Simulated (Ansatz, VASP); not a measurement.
**ZnS in VASP and in Ansatz**

Contents of INCAR:

```
  PREC = Accurate
  ENCUT = 520
  EDIFF = 1E-7
  ISMEAR = -1
  SIGMA = 0.02
  LREAL = False
  LASPH = True
  NELM = 100
  ALGO = Normal
  ISIF = 2
  LWAVE = False
  LCHARG = False
  GGA = PE
  IBRION = 2
  NSW = 80
  EDIFFG = -0.02
```

KPOINTS

```
Automatic mesh
0
Gamma
  14 14 14
```

POSCAR

```
ZnS
1.0
    0.0000000000      2.6706610553      2.6706610553
    2.6706610553      0.0000000000      2.6706610553
    2.6706610553      2.6706610553      0.0000000000
Zn S
1 1
Direct
    0.0000000000      0.0000000000      0.0000000000
    0.2500000000      0.2500000000      0.2500000000
```

Input for Ansatz:

```yaml
crystal:
  lattice:
    - [0.0, 2.6706610553, 2.6706610553]
    - [2.6706610553, 0.0, 2.6706610553]
    - [2.6706610553, 2.6706610553, 0.0]
  atoms:
    - { symbol: Zn, position: [0.0, 0.0, 0.0] }
    - { symbol: S, position: [0.25, 0.25, 0.25] }
kpoints:
  mp_grid: { grid: [14, 14, 14] }
scf:
  occupations: { method: fermi_dirac, width: 0.02 }
hamiltonian:
  xc: pbe
  pseudopotentials: { kind: paw }
output:
  forces: true
  stress: true
  populations: true
  efg:
    quadrupole_moments_barn: { Zn: 0.122, S: -0.0694 }
    contact_densities: true
  write_density: true
  write_potential: true
  elf: true
  volumetric_format: npy
relax:
  f_tol: 0.02
  max_steps: 60
```

Change from the starting cell: volume scaled by 0.96, ions relaxed.

Alike in both runs: task relaxation of the atoms; functional PBE; k mesh 14 × 14 × 14; occupations fermi-dirac, width 0.02 eV; no spin polarisation.

|  | VASP | Ansatz |
| --- | --- | --- |
| version | VASP 6.6.1 | Ansatz 0.2.0 |
| potentials or method | VASP PAW PBE potentials, release 64 (Zn, S) | plane-wave PAW, scalar-relativistic |
| plane-wave cutoff (eV) | 520 | 420 |
| valence electrons in the cell | 18 | 18 |

```tsv
	VASP	Ansatz	Ansatz less VASP
gap on the k mesh at the Fermi level, each at its own relaxed structure (eV)	2.27	2.26	-0.007
```

Ansatz warned: «stress_scf_threshold_loose».

Caveats: the relaxation stopped at its first step, so nothing moved. A k mesh can miss the band edges.
